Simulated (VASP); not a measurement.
**A VASP 6.6.1 single-point calculation on ZnS**

INCAR

```
ISIF = 2
LCHARG = .FALSE.
NELM = 92
ENCUT = 520
IBRION = -1
NBANDS = 16
NSW = 0
LASPH = .TRUE.
SIGMA = 0.02
EDIFF = 1E-9
ISMEAR = -1
LWAVE = .FALSE.
PREC = Accurate
GGA = PE
LREAL = .FALSE.
```

KPOINTS

```
KPOINTS created by Atomic Simulation Environment
0
Gamma
8 8 8
0 0 0
```

POSCAR

```
Zn S
 1.0000000000000000
    -0.0279060827000000    2.6931206072000000    2.6931206072000000
     2.6931206072000000   -0.0279060827000000    2.6931206072000000
     2.6931206072000000    2.6931206072000000   -0.0279060827000000
 Zn  S
   1   1
Cartesian
 -0.0047017925859801 -0.0047017925859801 -0.0047017925859801
  1.3442855755109802  1.3442855755109799  1.3442855755109799
```

The recommended PBE PAW datasets give the neutral cell 18 valence electrons.

Command

```
mpirun -np 1 vasp_std
```

Problem. Predict the outcome of this run.

Solution. It converged. Results: gap between bands v and c on the k mesh 2.04 eV; least direct gap on the k mesh 2.04 eV; pressure 1.3 GPa. Band v is the last that the valence electrons fill when counted band by band, and c is the next.

OSZICAR

```
N       E                     dE             d eps       ncg     rms          rms(c)
DAV:   1     0.887501287186E+02    0.88750E+02   -0.90628E+03  2080   0.135E+03
DAV:   2    -0.141390121224E+01   -0.90164E+02   -0.84486E+02  2368   0.256E+02
DAV:   3    -0.721401911497E+01   -0.58001E+01   -0.57754E+01  2632   0.640E+01
DAV:   4    -0.727429461443E+01   -0.60275E-01   -0.60266E-01  2504   0.680E+00
DAV:   5    -0.727502971023E+01   -0.73510E-03   -0.73507E-03  2680   0.714E-01    0.681E+00
DAV:   6    -0.686774723582E+01    0.40728E+00   -0.73481E-01  3136   0.299E+01    0.533E+00
DAV:   7    -0.684769432137E+01    0.20053E-01   -0.25003E-01  2536   0.448E+00    0.270E+00
DAV:   8    -0.684697591667E+01    0.71840E-03   -0.50633E-03  2672   0.840E-01    0.705E-01
DAV:   9    -0.684722747929E+01   -0.25156E-03   -0.12295E-03  2520   0.280E-01    0.999E-02
DAV:  10    -0.684739992572E+01   -0.17245E-03   -0.23530E-04  2520   0.133E-01    0.519E-02
DAV:  11    -0.684739095966E+01    0.89661E-05   -0.33673E-05  2440   0.758E-02    0.793E-03
DAV:  12    -0.684739157647E+01   -0.61681E-06   -0.40236E-06  2864   0.209E-02    0.494E-03
DAV:  13    -0.684739171923E+01   -0.14275E-06   -0.76637E-07  2576   0.737E-03    0.278E-03
DAV:  14    -0.684739171142E+01    0.78098E-08   -0.49412E-08  2632   0.191E-03    0.156E-03
DAV:  15    -0.684739171042E+01    0.99453E-09   -0.77972E-09  3048   0.141E-03
   1 F= -.68473917E+01 E0= -.68473917E+01  d E =-.210145E-10
```

Standard output (part)

```
POSCAR found type information on POSCAR ZnS
 POSCAR found :  2 types and       2 ions
 LDA part: xc-table for (Slater+PW92), standard interpolation
 POSCAR, INCAR and KPOINTS ok, starting setup
 WAVECAR not read
 entering main loop
```

For comparison, a separate PBE run of the intended cell, on usual settings and not on those above, gives a gap of 2.04 eV on its mesh and a pressure of 1.3 GPa.
